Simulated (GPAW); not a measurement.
# Cr (P6_3/mmc) in GPAW: notebook

Aim: see how the results for Cr move with the level of theory and the settings. Levels: LDA, PBE. Tasks: single point.

Program: GPAW 26.7.0. These are calculated values, not measurements. Logs are shortened: lines on timing, memory, paths and dates and some standing lists are left out, and cuts for length are marked. The log counts tension as positive stress, the text compression.

**1. The crystal as given**

It takes space group P6_3/mmc (No. 194, hexagonal). Conventional cell: a = 2.714 Å, b = 2.714 Å, c = 4.410 Å, α = 90.00°, β = 90.00°, γ = 120.00°. Cr (site symmetry -6m2) is surrounded by 12 Cr at 2.71 Å.

This isn't the form of Cr at room conditions, which is bcc.

**2. Single point, LDA, collinear spin, ferromagnetic start**

Contents of run.py:

```python
from ase.dft.bandgap import bandgap
from ase.io import read, write
from ase.units import GPa
from gpaw import GPAW, PW

atoms = read('Cr.xyz')
atoms.set_initial_magnetic_moments([3.0, 3.0])

calc = GPAW(mode=PW(600),
            xc='LDA',
            kpts={'size': (11, 11, 6), 'gamma': True},
            occupations={'name': 'methfessel-paxton', 'order': 0, 'width': 0.02},
            nbands=17,
            convergence={'density': 1e-05, 'energy': 1e-05},
            maxiter=150,
            txt='gpaw.txt')
atoms.calc = calc
energy = atoms.get_potential_energy()
forces = atoms.get_forces()
stress = atoms.get_stress()
calc.write('gs.gpw')
write('result.traj', atoms)
print(f'Energy: {energy:.6f} eV')
print('Forces (eV/A):')
print(forces.round(4))
print('Stress (GPa):', (stress / GPa).round(3))
print('Moments:', calc.get_magnetic_moments().round(3))
print('Fermi level:', round(calc.get_fermi_level(), 4), 'eV')
print(f'Gap: {bandgap(calc)[0]:.4f} eV, direct: {bandgap(calc, direct=True)[0]:.4f} eV')
```

Contents of Cr.xyz:

```xyz
2
Lattice="2.7140000000 0.0000000000 0.0000000000 -1.3570000000 2.3503929459 0.0000000000 0.0000000000 0.0000000000 4.4100000000" Properties=species:S:1:pos:R:3 pbc="T T T"
Cr     1.3570000001      0.7834643152      3.3075000000
Cr    -0.0000000001      1.5669286307      1.1025000000
```

Potentials or basis: the program's PAW data sets (release 1.2.1) made for this functional, pw.

Command:

```console
$ OMP_NUM_THREADS=1 python run.py
```

gpaw.txt:

```text
__  _  _
 | _ |_)|_||  |
 |__||  | ||/\| - 26.7.0

Input parameters:
  mode=PW(ecut=600.0),
  convergence={'density': 1e-05, 'energy': 1e-05},
  kpts=MonkhorstPack(size=(11, 11, 6), gamma=True),
  maxiter=150,
  nbands=17,
  occupations=Occupations(name='methfessel-paxton', order=0, width=0.02),
  xc=XC(name='LDA')

Diagonalizing LCAO Hamiltonian
Converting LCAO to pw mode

          Cr

        Cr

Atoms  # Å, Bohr magnetons
|   | symbol |         x |        y |        z |    initial magnetic moments |
|---|--------|-----------|----------|----------|-----------------------------|
| 0 |     Cr |  1.357000 | 0.783464 | 3.307500 | ( 0.0000,  0.0000,  3.0000) |
| 1 |     Cr | -0.000000 | 1.566929 | 1.102500 | ( 0.0000,  0.0000,  3.0000) |

Unit cell  # Å
| periodic |         x |        y |        z |  lengths |     angles |
|----------|-----------|----------|----------|----------|------------|
|      yes |  2.714000 | 0.000000 | 0.000000 | 2.714000 |  90.000000 |
|      yes | -1.357000 | 2.350393 | 0.000000 | 2.714000 |  90.000000 |
|      yes |  0.000000 | 0.000000 | 4.410000 | 4.410000 | 120.000000 |

Number of symmetries: 12
Symmetry operations  # r_c * U_cc + t_c -> r_c
|    | kind |            matrix            |
|----|------|------------------------------|
|  0 |  σ   |  1, 1, 0,  0,-1, 0,  0, 0, 1 |
|  1 |  S6  |  1, 1, 0, -1, 0, 0,  0, 0,-1 |
|  2 |  E   |  1, 0, 0,  0, 1, 0,  0, 0, 1 |
|  3 |  C2  |  1, 0, 0, -1,-1, 0,  0, 0,-1 |
|  4 |  C2  |  0, 1, 0,  1, 0, 0,  0, 0,-1 |
|  5 |  C3  |  0, 1, 0, -1,-1, 0,  0, 0, 1 |
|  6 |  S6  |  0,-1, 0,  1, 1, 0,  0, 0,-1 |
|  7 |  σ   |  0,-1, 0, -1, 0, 0,  0, 0, 1 |
|  8 |  σ   | -1, 0, 0,  1, 1, 0,  0, 0, 1 |
|  9 |  i   | -1, 0, 0,  0,-1, 0,  0, 0,-1 |
| 10 |  C3  | -1,-1, 0,  1, 0, 0,  0, 0, 1 |
| 11 |  C2  | -1,-1, 0,  0, 1, 0,  0, 0,-1 |

BZ-sampling:
  Number of BZ points: 726
  Number of IBZ points: 84

  Monkhorst-Pack size: [11, 11, 6]
  Monkhorst-Pack shift: [0.0, 0.0, 0.08333333333333333]

K-points  # in reciprocal-cell coordinates
|     |                                coordinates |     weight |
|-----|--------------------------------------------|------------|
|   0 | (  0.00000000,   0.00000000,   0.00000000) | 0.00137741 |
|   1 | (  0.00000000,   0.00000000,   0.16666667) | 0.00275482 |
|   2 | (  0.00000000,   0.00000000,   0.33333333) | 0.00275482 |
|   3 | (  0.00000000,   0.00000000,   0.50000000) | 0.00137741 |
|   4 | (  0.09090909,   0.00000000,  -0.33333333) | 0.00826446 |
|   5 | (  0.09090909,   0.00000000,  -0.16666667) | 0.00826446 |
|   6 | (  0.09090909,   0.00000000,   0.00000000) | 0.00826446 |
|   7 | (  0.09090909,   0.00000000,   0.16666667) | 0.00826446 |
|   8 | (  0.09090909,   0.00000000,   0.33333333) | 0.00826446 |
|   9 | (  0.09090909,   0.00000000,   0.50000000) | 0.00826446 |
| ... |                                            |            |
|  83 | (  0.45454545,   0.45454545,   0.50000000) | 0.00826446 |

Plane wave coefficients: 966
Cutoff: 600.0 eV

Spin-components: 2 (collinear spins)
Bands:           17
Projectors:      12
Spin-degeneracy: 1
Datatype:        complex128

Parallelization:
  kpt:    1
  domain: 1
  band:   1

Density:
  Valence electrons: 12.0
  Components: 2
  Grid points: [16 16 25]
  Charge: 0.0  # |e|

Potential:
  Grid points: [16 16 25]

species:
  Cr:
    name:    Chromium
    Z:       24.0
    valence: 6
    core:    18
    charge:  0.0  # [|e|]
    compensation charges:
      type: gauss
      rc: 0.35  # [Å]
      lmax: 2
    cutoffs:
      filter: 2.14  # [Å]
      core: 3.04  # [Å]
    projectors
    | kind |    occ | energy [eV] | rcut [Å] |
    |------|--------|-------------|----------|
    |   4s |  1.000 |      -4.191 |    1.164 |
    |   4p |  0.000 |      -1.079 |    1.217 |
    |   3d |  5.000 |      -3.128 |    1.111 |
    |    s |        |      23.021 |    1.164 |
    |    p |        |      26.132 |    1.217 |
    |    d |        |      24.083 |    1.111 |

    Using partial waves for Cr as LCAO basis

Reference energy: -57053.366723  # eV

eigensolver:
  PPCG
  Converge bands: occupied
  niter=2

density mixing:
  MSR1-Mixer
  Pratt-step length: 0.05
  Maximum mixing coefficient: 0.75
  Old densities: 10
  SVD Regularization: 0.005
  Good broyden scale: 1.0
  Trust region scale: 1.0
  Backstep threshold: 4.0
  History deletion threshold: 6.0
  Fourier metric: weight=20.0, sigma=0.015

occupation numbers:
  Methfessel-Paxton:
    width: 0.0200  # eV
    order: 0

poisson solver:
  ecut: 4800.0  # eV

xc functional:
  name: None

convergence criteria:
- Maximum integral of absolute [dens]ity change: 1e-05 electrons / valence electron
- Maximum [total energy] change in last 3 cyles: 1e-05 eV / valence electron
- Maximum integral of absolute [eigenst]ate change: 4e-08 eV^2 / valence electron
maximum number of iterations: 150

SCF iterations
|iter     | |      energy | eigst |  dens |  magmom |
|---------|-|-------------|-------|-------|---------|
|iter:   1| |  -18.735977 | +0.10 |       |  +5.9960|
|iter:   2| |  -18.759691 | -2.02 | -0.66 |  +5.8979|
|iter:   3| |  -19.091519 | -1.47 | -0.68 |  +4.3984|
|iter:   4| |  -19.260800 | -1.57 | -0.91 |  +2.7025|
|iter:   5| |  -19.271898 | -1.95 | -1.39 |  +2.7126|
|iter:   6| |  -19.291622 | -2.01 | -1.41 |  +2.0493|
|iter:   7| |  -19.304972 | -2.29 | -1.56 |  +1.7563|
|iter:   8| |  -19.304132 | -3.00 | -2.00 |  +1.5151|
|iter:   9| |  -19.304889 | -4.43 | -2.23 |  +1.5811|
|iter:  10| |  -19.305170 | -4.70 | -2.48 |  +1.6534|
|iter:  11| |  -19.305212 | -5.35 | -2.90 |  +1.6691|
|iter:  12| |  -19.305237c| -5.75 | -3.03 |  +1.6791|
|iter:  13| |  -19.305283c| -5.48 | -3.12 |  +1.7000|
|iter:  14| |  -19.305317c| -5.48 | -3.36 |  +1.7190|
|iter:  15| |  -19.305310c| -6.60 | -3.79 |  +1.7134|
|iter:  16| |  -19.305314c| -7.31 | -4.19 |  +1.7160|
|iter:  17| |  -19.305312c| -7.95c| -4.57 |  +1.7150|
|iter:  18| |  -19.305312c| -8.43c| -5.77c|  +1.7151|

Converged in 18 steps
Energy contributions relative to reference atoms: (reference = -57053.366723)

Energy contributions:
  Kinetic:         -46.610441
  Coulomb:          32.002023
  Zero:              0.150908
  External:          0.000000
  Xc:               -4.847395
  Entropy:          -0.000815
  Spinorbit:         0.000000
  ----------------------------
  Free energy:     -19.305720
  Extrapolated:    -19.305312

dipole moment: (0.000015, 0.000026, 0.000049)  # |e|*Ang

Total magnetic moment: (0.000000, 0.000000, 1.715133)

Local magnetic moments
|        x |        y |        z |
|----------|----------|----------|
| 0.000000 | 0.000000 | 0.747918 |  # Cr   0
| 0.000000 | 0.000000 | 0.747918 |  # Cr   1

Fermi level: 8.159
Eigenvalues  # (at kpt = [0.000, 0.000, 0.000])
| band index |      eig [eV] | occ [0-1] |      eig [eV] | occ [0-1] |
|------------|---------------|-----------|---------------|-----------|
|          0 |         1.142 |     1.000 |         1.468 |     1.000 |
|          1 |         4.655 |     1.000 |         5.133 |     1.000 |
|          2 |         7.516 |     1.000 |         8.152 |     0.682 |
|          3 |         7.516 |     1.000 |         8.192 |     0.009 |
|          4 |         7.541 |     1.000 |         8.192 |     0.009 |
|          5 |         7.878 |     1.000 |         8.570 |     0.000 |
|          6 |         7.878 |     1.000 |         8.570 |     0.000 |
|          7 |         8.329 |     0.000 |         9.018 |     0.000 |
|          8 |         8.329 |     0.000 |         9.032 |     0.000 |
|          9 |         8.707 |     0.000 |         9.032 |     0.000 |
|         10 |         9.561 |     0.000 |        10.293 |     0.000 |
|         11 |         9.561 |     0.000 |        10.293 |     0.000 |
|         12 |        14.341 |     0.000 |        14.607 |     0.000 |
|        ... |               |           |               |           |
|         16 |        17.703 |     0.000 |        18.248 |     0.000 |

No gap
No difference between direct/indirect transitions

Forces  # eV/Ang
|        x |        y |        z |
|----------|----------|----------|
|  0.00000 |  0.00000 | -0.00001 |  # Cr   0
| -0.00000 | -0.00000 |  0.00001 |  # Cr   1

Stress tensor  # eV/Ang^3
|         x |         y |        z |
|-----------|-----------|----------|
|  0.246038 | -0.000000 | 0.000000 |
| -0.000000 |  0.246038 | 0.000000 |
|  0.000000 |  0.000000 | 0.223849 |

# Writing to gs.gpw (mode='')
```

stdout:

```text
Energy: -19.305312 eV
Forces (eV/A):
[[ 0.  0. -0.]
 [-0. -0.  0.]]
Stress (GPa): [39.42  39.42  35.865  0.     0.    -0.   ]
Moments: [0.748 0.748]
Fermi level: 8.1589 eV
Gap: 0.0000 eV, direct: 0.0000 eV
```

Wall time 70 s (1 thread of Arm Neoverse V1, shared host); peak memory 0.19 GiB.

Results:

```
Free energy            : -19.3057 eV
Pressure               : -38.2 GPa
Band gap on the k mesh : none (metal or under the smearing width)
Net moment             : 1.72 μB per cell
Site moments           : Cr +0.75 μB
```

Stress tensor (GPa, compression positive):
```
-39.42   0.00   0.00
  0.00 -39.42   0.00
  0.00   0.00 -35.86
```

Caveat: a pressure of tens of GPa on the cell as given is suspect, and the run, the potentials or the cell itself is likely at fault.

**3. Single point, PBE, collinear spin, ferromagnetic start**

run.py: that of step 2 with these lines changed.

```diff
@@ -9,3 +9,3 @@
 calc = GPAW(mode=PW(600),
-            xc='LDA',
+            xc='PBE',
             kpts={'size': (11, 11, 6), 'gamma': True},
```

Cr.xyz is that of step 2.

Potentials or basis: GPAW PAW data sets (gpaw-data 1.2.1), pw.

Command:

```console
$ OMP_NUM_THREADS=1 python run.py
```

It took 72 s on 1 thread of Arm Neoverse V1, shared host; peak memory 0.19 GiB.

It converged, with:

- Free energy: -17.4817 eV
- Pressure: -25.2 GPa
- Band gap on the k mesh: none (metal or under the smearing width)
- Net moment: 2.04 μB per cell
- Site moments: Cr +0.91 μB

Stress tensor (GPa, compression positive):
```
-25.66   0.00   0.00
  0.00 -25.66   0.00
  0.00   0.00 -24.20
```

Levels at points of the mesh, in eV from the Fermi level:
Spin up:
```
           k point  band 4  band 5  band 6  band 7  band 8  band 9  band 10  band 11
(0.00, 0.00, 0.00)   -0.75   -0.68   -0.39   -0.39    0.04    0.04     0.43     1.25
(0.00, 0.00, 0.50)   -1.15   -0.81   -0.81   -0.81   -0.81    0.91     0.91     0.91
```
Spin down:
| k point | band 2 | band 3 | band 4 | band 5 | band 6 | band 7 | band 8 | band 9 |
| --- | --- | --- | --- | --- | --- | --- | --- | --- |
| (0.00, 0.00, 0.00) | -3.02 | 0.02 | 0.12 | 0.12 | 0.50 | 0.50 | 0.72 | 1.01 |
| (0.00, 0.00, 0.50) | -4.80 | -0.54 | -0.54 | 0.07 | 0.07 | 0.07 | 0.07 | 1.90 |

Caveat: so large a pressure means that the cell lies far from this level's equilibrium, or that cutoff or potentials fall short.
